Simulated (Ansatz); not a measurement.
# What MoS2 monolayer (1T) distorts into, part 2 of 3

Which phase does MoS2 monolayer (1T) fall into along its unstable mode, and how much energy does it gain?

Ansatz 0.2.0; DFT PBEsol, scalar-relativistic, plane waves, PAW; PAW set soft_1.

So far, highest frequency on the path or at a solved wavevector (cm⁻¹): step 2 (the dispersion) 402. Also lowest frequency on the path (cm⁻¹): step 2 -289.

## Step 6: Relaxation from the frozen mode

Starting from the lowest point found, all atoms and the cell are let go, so that strain and other modes of the same symmetry can join in.

Contents of input.yaml:

```yaml
crystal:
  lattice:
    - [1.0e-10, -5.391433109, 0.0]
    - [-4.6691180352, -2.6957165546, 0.0]
    - [0.0, 0.0, -29.504]
  atoms:
    - { symbol: Mo, position: [0.3333334828, 0.3333331567, 0.6610629067] }
    - { symbol: Mo, position: [0.0235588537, -0.0471179296, 0.661062916] }
    - { symbol: Mo, position: [0.6431076635, 0.713784773, 0.6610628974] }
    - { symbol: S, position: [0.3390517622, 0.6609482102, 0.6053615579] }
    - { symbol: S, position: [0.9942817449, 0.3333331409, 0.6092029048] }
    - { symbol: S, position: [0.6666662855, 1.0057186489, 0.6053616773] }
    - { symbol: S, position: [0.6723851226, 0.3333331538, 0.7129229152] }
    - { symbol: S, position: [0.3276148682, 0.0057184499, 0.7167642665] }
    - { symbol: S, position: [9.2e-09, 0.6609481889, 0.7167642577] }
  periodic: [true, true, false]
kpoints:
  mp_grid: { grid: [9, 9, 1] }
hamiltonian:
  xc: pbesol
  pseudopotentials: { kind: paw, azcp: { folder: soft_1 }, xc_functional: pbe }
scf:
  occupations: { method: methfessel_paxton, width: 0.2 }
output:
  forces: true
  stress: true
  eigenvalues: true
  write_density: true
  write_potential: true
  elf: true
  volumetric_format: npy
relax:
  adjacent_minimum: "off"
  f_tol: 0.002
  max_steps: 120
  cell: { stress_2d_tol: 0.005 }
```

Launch:

```console
$ ansatz run input.yaml --threads 4 --pin off --max-ram 16384MiB --backend cpu --events-out ev --progress --plain --runs-dir out
```

Numbers of over 12 decimals in the logs are rounded to 6 here.

The program printed:

```text
[...]
Crystal: 9 atoms, lattice volume = 742.711 Å³
Basis set: ecut = 420 eV, 14337 PW (Γ), exchange–correlation on 80×80×400 points (8 copies of the dense FFT grid, shifted against one another)
Bands: 48, of which v1, the nominal top of the filled ones, is band 39 counted from 1 (38 counted from 0)
Symmetry: 4 space group operations
[...]
k-points: 25 of 81
[...]
SCF iter   1: F=—  HF=-20012.539667 eV  |F-HF|=—  |Δ(HF+E_count)|=         —  Δρ=4.05e-2  dr2=1.85e1  ethr=3.10e-3  ⟨swp⟩=16.3  Hψ=8880  notcnv=0
[...]
SCF iter  11: F=-20008.162089 eV  HF=-20008.162089 eV  |F-HF|=1.76e-9  |Δ(HF+E_count)|=   4.98e-8  S|Δr|=    0.00e0  Δρ=1.36e-6  dr2=1.38e-8  ethr=1.28e-10  ⟨swp⟩=32.2  Hψ=16206  notcnv=0
SCF 1 converged in 11 iterations: F = -20008.162089 eV  dr2 = 1.38e-8
[...]
relax step   1: F+E_penalty+E_count = -20008.16208860 eV  Δ(F+E_penalty+E_count) = +0.000e0 eV  max|allowed force component| = 4.914e-1 eV/Å  Δτ_max = 0.0000 Å  P = +1.833 N/m  Ω = 742.711 Å³  fix = [c, alpha, beta]  reactions: c +0.000 N/m; alpha +0.000, beta +0.000 N/m/rad  (11 SCF iters, dr2 threshold 1.00e-7 eV, accepted)
Crystal: 9 atoms, lattice volume = 782.449 Å³
Basis set: ecut = 420 eV, 15307 PW (Γ), exchange–correlation on 80×80×400 points (8 copies of the dense FFT grid, shifted against one another)
[...]
iter 1 solved again at ethr=8.81e-5 eV; its pass at ethr=3.10e-3 eV (dr2=6.87e-2 eV) is discarded
[...]
SCF iter   7: F=-20008.277211 eV  HF=-20008.277212 eV  |F-HF|=5.01e-7  |Δ(HF+E_count)|=   8.56e-9  S|Δr|=    0.00e0  Δρ=6.63e-6  dr2=7.89e-7  ethr=1.15e-9  ⟨swp⟩=23.9  Hψ=17377  notcnv=0
SCF 2 converged in 7 iterations: F = -20008.277211 eV  dr2 = 7.89e-7
relax step   2: F+E_penalty+E_count = -20008.27721137 eV  Δ(F+E_penalty+E_count) = -1.151e-1 eV  max|allowed force component| = 2.679e-1 eV/Å  Δτ_max = 0.1179 Å  P = -0.347 N/m  Ω = 782.449 Å³  energy of the carried Pulay correction = -1.533e-3 eV  fix = [c, alpha, beta]  reactions: c -0.000 N/m; alpha -0.000, beta -0.000 N/m/rad  (7 SCF iters, dr2 threshold 9.00e-7 eV, accepted)
Crystal: 9 atoms, lattice volume = 774.634 Å³
Basis set: ecut = 420 eV, 15119 PW (Γ), exchange–correlation on 80×80×400 points (8 copies of the dense FFT grid, shifted against one another)
[...]
SCF iter   6: F=-20008.292060 eV  HF=-20008.292060 eV  |F-HF|=8.70e-9  |Δ(HF+E_count)|=   1.43e-8  S|Δr|=    0.00e0  Δρ=4.35e-6  dr2=1.72e-7  ethr=1.15e-9  ⟨swp⟩=24.8  Hψ=15862  notcnv=0
SCF 3 converged in 6 iterations: F = -20008.292060 eV  dr2 = 1.72e-7
relax step   3: F+E_penalty+E_count = -20008.29206013 eV  Δ(F+E_penalty+E_count) = -1.485e-2 eV  max|allowed force component| = 5.009e-2 eV/Å  Δτ_max = 0.0182 Å  P = +0.022 N/m  Ω = 774.634 Å³  energy of the carried Pulay correction = -1.238e-3 eV  fix = [c, alpha, beta]  reactions: c +0.000 N/m; alpha +0.000, beta +0.000 N/m/rad  (6 SCF iters, dr2 threshold 9.00e-7 eV, accepted)
[...]
relax step   4: F+E_penalty+E_count = -20008.29241737 eV  Δ(F+E_penalty+E_count) = -3.572e-4 eV  max|allowed force component| = 1.647e-2 eV/Å  Δτ_max = 0.0029 Å  P = +0.013 N/m  Ω = 774.774 Å³  energy of the carried Pulay correction = -1.244e-3 eV  fix = [c, alpha, beta]  reactions: c +0.000 N/m; alpha -0.000, beta -0.000 N/m/rad  (5 SCF iters, dr2 threshold 1.57e-7 eV, accepted)
[...]
relax step   5: F+E_penalty+E_count = -20008.29243443 eV  Δ(F+E_penalty+E_count) = -1.706e-5 eV  max|allowed force component| = 7.141e-3 eV/Å  Δτ_max = 0.0015 Å  P = +0.001 N/m  Ω = 775.187 Å³  energy of the carried Pulay correction = -1.259e-3 eV  fix = [c, alpha, beta]  reactions: c +0.000 N/m; alpha +0.000, beta +0.000 N/m/rad  (6 SCF iters, dr2 threshold 1.70e-8 eV, accepted)
[...]
relax step   6: F+E_penalty+E_count = -20008.29244587 eV  Δ(F+E_penalty+E_count) = -1.145e-5 eV  max|allowed force component| = 8.292e-4 eV/Å  Δτ_max = 0.0005 Å  P = -0.001 N/m  Ω = 775.111 Å³  energy of the carried Pulay correction = -1.256e-3 eV  fix = [c, alpha, beta]  reactions: c -0.000 N/m; alpha -0.000, beta -0.000 N/m/rad  (5 SCF iters, dr2 threshold 3.19e-9 eV, accepted)
[...]
relax step   7: F+E_penalty+E_count = -20008.29389013 eV  Δ(F+E_penalty+E_count) = -1.444e-3 eV  max|allowed force component| = 1.030e-3 eV/Å  Δτ_max = 0.0000 Å  P = +0.004 N/m  Ω = 775.111 Å³  fix = [c, alpha, beta]  reactions: c +0.000 N/m; alpha -0.000, beta -0.000 N/m/rad  stress off target by 7.13e-3 N/m on what of the cell is left free  SCF on the basis re-selected at this cell (its energy is not comparable with the rows above)  (11 SCF iters)
[...]
relax step   8: F+E_penalty+E_count = -20008.29388765 eV  Δ(F+E_penalty+E_count) = +2.486e-6 eV  max|allowed force component| = 1.797e-4 eV/Å  Δτ_max = 0.0002 Å  P = -0.001 N/m  Ω = 775.195 Å³  energy of the carried Pulay correction = -3.246e-6 eV  fix = [c, alpha, beta]  reactions: c -0.000 N/m; alpha -0.000, beta -0.000 N/m/rad  (5 SCF iters, dr2 threshold 7.19e-11 eV, accepted)
[...]
SCF iter   1: F=—  HF=-20008.293903 eV  |F-HF|=—  |Δ(HF+E_count)|=         —  Δρ=2.88e-6  dr2=6.96e-8  ethr=5.40e-7  ⟨swp⟩=7.0  Hψ=14413  notcnv=0
eigensolver tolerance schedule: the retry pair's looser diagonalisation over-reported the residual by 6053.35 of it (diagonalisation noise at an unbounded share of the residual, at the tolerance the schedule requests for it); recorded, not acted on — ethr = c·dr2/N_el stays at c = 1.0e-1
SCF iter   2: F=—  HF=-20008.293890 eV  |F-HF|=—  |Δ(HF+E_count)|=   1.29e-5  S|Δr|=    0.00e0  Δρ=3.73e-6  dr2=5.06e-7  ethr=8.93e-11  ⟨swp⟩=7.0  Hψ=5640  notcnv=0
[...]
SCF iter  10: F=-20008.293890 eV  HF=-20008.293890 eV  |F-HF|=1.82e-11  |Δ(HF+E_count)|=  1.31e-10  S|Δr|=    0.00e0  Δρ=6.62e-10  dr2=3.78e-15  ethr=1.00e-12  ⟨swp⟩=5.8  Hψ=6249  notcnv=0
SCF 9 converged in 10 iterations: F = -20008.293890 eV  dr2 = 3.78e-15
relax step   9: F+E_penalty+E_count = -20008.29389004 eV  Δ(F+E_penalty+E_count) = -2.391e-6 eV  max|allowed force component| = 1.802e-4 eV/Å  Δτ_max = 0.0000 Å  P = -0.001 N/m  Ω = 775.195 Å³  fix = [c, alpha, beta]  reactions: c -0.000 N/m; alpha -0.000, beta -0.000 N/m/rad  stress off target by 5.73e-4 N/m on what of the cell is left free  SCF on the basis re-selected at this cell (its energy is not comparable with the rows above)  (10 SCF iters)
[...]
SCF converged after 10 iterations
[...]
Free energy (F): -20008.293890 eV
[...]
Internal energy: -20008.303356 eV  (E = F + TS)
E sigma→0 (E₀):  -20008.296257 eV
Entropy (-TS):   0.009466 eV (1.052 meV/atom)
Fermi energy:    -5.227916 eV
[...]
--- Forces (eV/Å), atoms counted from 1 ---
  atom   1  Mo     0.00000000     0.00000000     0.00000000
  atom   2  Mo     0.00018024     0.00000000     0.00000000
  atom   3  Mo    -0.00018024    -0.00000000     0.00000000
  atom   4  S     -0.00010427     0.00008463    -0.00004536
  atom   5  S     -0.00000000     0.00017944    -0.00010078
  atom   6  S      0.00010427     0.00008463    -0.00004536
  atom   7  S      0.00000000    -0.00017944     0.00010078
  atom   8  S      0.00010427    -0.00008463     0.00004536
  atom   9  S     -0.00010427    -0.00008463     0.00004536
  max |Σ_I F_I| component: 2.71e-20 eV/Å
--- 2D stress c σ (N/m, compression-positive) ---
       -0.000573      -0.000000      -0.000000
       -0.000000      -0.000458       0.000000
       -0.000000       0.000000      -0.000000
  P = ½ c Tr σ = -0.0005 N/m
--- Band table (eV; the first three rows and the last of 25) ---
  k-point 0: bands = [... 35 lower, -6.0934, -6.0872, -5.8464, -5.4029, -5.0110, -4.8660, -4.7118, -4.2611, ... 5 higher]
  k-point 1: bands = [... 35 lower, -6.2137, -6.2045, -6.0869, -5.2113, -4.9994, -4.9271, -4.5473, -4.1837, ... 5 higher]
  k-point 2: bands = [... 35 lower, -6.6427, -6.4298, -6.1231, -5.1968, -5.1565, -4.6796, -4.3352, -4.0624, ... 5 higher]
  k-point 24: bands = [... 35 lower, -7.1014, -6.8227, -6.6484, -6.1093, -4.7677, -4.5671, -4.3000, -3.6305, ... 5 higher]
--- Relaxed structure (7 steps of the walk, 7 accepted, 2 SCFs on fresh bases) ---
  F+E_penalty+E_count = -20008.29389004 eV   max|allowed force component| = 1.802e-4 eV/Å   (the final SCF, on the basis selected at the relaxed cell)
  cell:  # Å, volume = 775.1946 Å³
    - [1.0933386600760494e-10, -5.471442, 0]
    - [-4.802065, -2.735721, 0]
    - [0, 0, -29.504]
  atoms:
    - { symbol: Mo, position: [0.333333, 0.333333, 0.661063] }
    - { symbol: Mo, position: [0.025464, -0.050927, 0.661063] }
    - { symbol: Mo, position: [0.641203, 0.717594, 0.661063] }
    - { symbol: S, position: [0.342423, 0.659676, 0.606460] }
    - { symbol: S, position: [0.989099, 0.333333, 0.612540] }
    - { symbol: S, position: [0.668766, 1.006990, 0.606460] }
    - { symbol: S, position: [0.677568, 0.333333, 0.709586] }
    - { symbol: S, position: [0.324243, 0.00699043, 0.715666] }
    - { symbol: S, position: [-0.00209949, 0.659676, 0.715666] }
```

Run time: 4 min. Hardware: 4 threads of Arm Neoverse V1, shared host; peak memory 1.7 GiB.

Step by step:

```tsv
step	energy less that of the first step (eV)	largest force component (eV/Å)	volume (Å³)
1	0.0000	0.4914	742.71
2	-0.1151	0.2679	782.45
3	-0.1300	0.0501	774.63
4	-0.1303	0.0165	774.77
5	-0.1303	0.0071	775.19
6	-0.1304	0.0008	775.11
7*	-0.1318	0.0010	775.11
8	-0.1318	0.0002	775.19
9*	-0.1318	0.0002	775.19
```

Relaxation steps marked * repeat the geometry before them on a plane-wave basis chosen anew for their cell, so energy and pressure can jump there.

Forces are held to the 4 operations that the run works with; a distortion that breaks them can't arise in this run.

```tsv
cell as run	before	after	change
a (Å)	5.391	5.471	+1.5 %
b (Å)	5.391	5.527	+2.5 %
γ (°)	60.00	60.33	+0.5 %
```

The atoms that moved most (Å, along periodic axes as changes of fractional coordinates times the final cell, across vacuum about the mean position):

```tsv
atom	dx	dy	dz	length
S5	0.000	0.028	-0.098	0.102
S7	0.000	-0.028	0.098	0.102
S4	0.006	-0.015	-0.032	0.036
S8	-0.006	0.015	0.032	0.036
S9	0.006	0.015	0.032	0.036
S6	-0.006	-0.015	-0.032	0.036
Mo2	0.018	0.000	0.000	0.018
Mo3	-0.018	0.000	0.000	0.018
```

Numbers from this step:

| Item | Value |
| --- | --- |
| area per atom | 2.919 Å² |

Valence density in the ac plane at fractional y = 0.333, with atoms of Mo and S within 0.2 Å of it. It is the smooth field of the valence electrons, not physical close to the nuclei.

Ten steps, logarithmic in the rise over the least value, from '_' (0.0 e/Å³) to '@' (3.9 e/Å³), each cell a mean:
```
______________________________
______________________________
______________________________
______________________________
______________________________
________________..::::::..____
::::----::::--==**********==::
::--++##@@@@%%**********++==--
******%%@@@@@@**==------==++**
****++==----------::::--++****
--::..__________________..::--
______________________________
______________________________
______________________________
______________________________
______________________________
______________________________
______________________________
______________________________
______________________________
______________________________
______________________________
______________________________
______________________________
```
Columns run along a (5.5 Å), rows up along c (29.5 Å). Atoms in or near the plane, at fractional coordinates: Mo at (0.33, 0.66), S at (0.99, 0.61), S at (0.68, 0.71).

ELF in the ac plane at fractional y = 0.333, with atoms of Mo and S within 0.2 Å of it. It is the smooth field of the valence electrons, not physical close to the nuclei.

Ten even steps from '0' (0.00) to '9' (0.83), each cell a mean:
```
000000000000000
000000000000000
000000000000000
000000000000000
000000000000000
000000014676410
011111279768961
112555557756641
665566642112566
589511121003896
874100000000368
000000000000000
000000000000000
000000000000000
000000000000000
000000000000000
000000000000000
000000000000000
000000000000000
000000000000000
000000000000000
000000000000000
000000000000000
000000000000000
```
Columns run along a (5.5 Å), rows up along c (29.5 Å). Atoms in or near the plane, at fractional coordinates: Mo at (0.33, 0.66), S at (0.99, 0.61), S at (0.68, 0.71).

Electrostatic potential energy in the ac plane at fractional y = 0.333, with atoms of Mo and S within 0.2 Å of it. With pseudopotentials it is smooth inside the atoms' cores, unlike the true potential.

Ten even steps from '0' (-32 eV) to '9' (0 eV), each cell a mean:
```
999999999999999
999999999999999
999999999999999
999999999999999
999999999999999
999999999999999
999999984101589
986310134323689
344100037899854
016899999999720
999999999999999
999999999999999
999999999999999
999999999999999
999999999999999
999999999999999
999999999999999
999999999999999
999999999999999
999999999999999
999999999999999
999999999999999
999999999999999
999999999999999
```
Columns run along a (5.5 Å; values clipped at the 3rd and 97th percentile), rows up along c (29.5 Å). Atoms in or near the plane, at fractional coordinates: Mo at (0.33, 0.66), S at (0.99, 0.61), S at (0.68, 0.71).

The distorted start has space group C2/m; the relaxation ends in C2/m.

## Step 7: The new phase in its own primitive cell

The relaxed structure is symmetrised, reduced to its primitive cell and relaxed tightly, as its phonons need.

Contents of input.yaml:

```yaml
crystal:
  lattice:
    - [1.0e-10, -5.4714418163, 0.0]
    - [-4.8020649669, -2.7357209082, 0.0]
    - [0.0, 0.0, -29.504]
  atoms:
    - { symbol: Mo, position: [0.3333333333, 0.3333333333, 0.6610629222] }
    - { symbol: Mo, position: [0.0254635123, -0.0509270247, 0.6610629222] }
    - { symbol: Mo, position: [0.6412031543, 0.7175936913, 0.6610629222] }
    - { symbol: S, position: [0.3424232577, 0.6596762342, 0.6064599111] }
    - { symbol: S, position: [0.9890985483, 0.3333333333, 0.6125401503] }
    - { symbol: S, position: [0.6687661585, 1.0069904325, 0.6064599111] }
    - { symbol: S, position: [0.6775681184, 0.3333333333, 0.709585694] }
    - { symbol: S, position: [0.324243409, 0.0069904325, 0.7156659332] }
    - { symbol: S, position: [-0.0020994919, 0.6596762342, 0.7156659332] }
  periodic: [true, true, false]
kpoints:
  mp_grid: { grid: [8, 8, 1] }
hamiltonian:
  xc: pbesol
  pseudopotentials: { kind: paw, azcp: { folder: soft_1 }, xc_functional: pbe }
scf:
  occupations: { method: methfessel_paxton, width: 0.2 }
output:
  forces: true
  stress: true
  eigenvalues: true
relax:
  adjacent_minimum: "off"
  f_tol: 0.001
  max_steps: 60
  cell: { stress_2d_tol: 0.002 }
```

The program printed:

```text
[...]
Crystal: 9 atoms, lattice volume = 775.195 Å³
Basis set: ecut = 420 eV, 15119 PW (Γ), exchange–correlation on 80×80×400 points (8 copies of the dense FFT grid, shifted against one another)
Bands: 48, of which v1, the nominal top of the filled ones, is band 39 counted from 1 (38 counted from 0)
Symmetry: 4 space group operations
[...]
k-points: 21 of 64
[...]
- { symbol: Mo, position: [0.025464, -0.050927, 0.661063] }
    - { symbol: Mo, position: [0.641203, 0.717594, 0.661063] }
    - { symbol: S, position: [0.342439, 0.659678, 0.606459] }
    - { symbol: S, position: [0.989095, 0.333333, 0.612540] }
    - { symbol: S, position: [0.668783, 1.006989, 0.606459] }
    - { symbol: S, position: [0.677572, 0.333333, 0.709585] }
    - { symbol: S, position: [0.324228, 0.00698888, 0.715667] }
    - { symbol: S, position: [-0.00211661, 0.659678, 0.715667] }
[key lines of the parts left out:]
SCF converged after 12 iterations
Free energy (F): -20008.293425 eV
Fermi energy:    -5.226154 eV
P = ½ c Tr σ = 0.0000 N/m
```

Wall time 78 s (4 threads); peak memory 1.6 GiB; 5.1 min of CPU time.

Little changed from the start: no atom moved by 0.005 Å and no cell edge by 0.1 %.

The largest force component left is 0.36 meV/Å, within the tolerances set.

[end of part 2 of 3]

[Logs are printed without paths, hosts, clocks, repeated set-up lines and the standing remarks that a program may print on its own settings, such as how far it seeks lower states.]

[Hosts, paths, dates, database ids (printed as entryN), source tags and the programs' standing remarks are cut or masked in the printed files.]
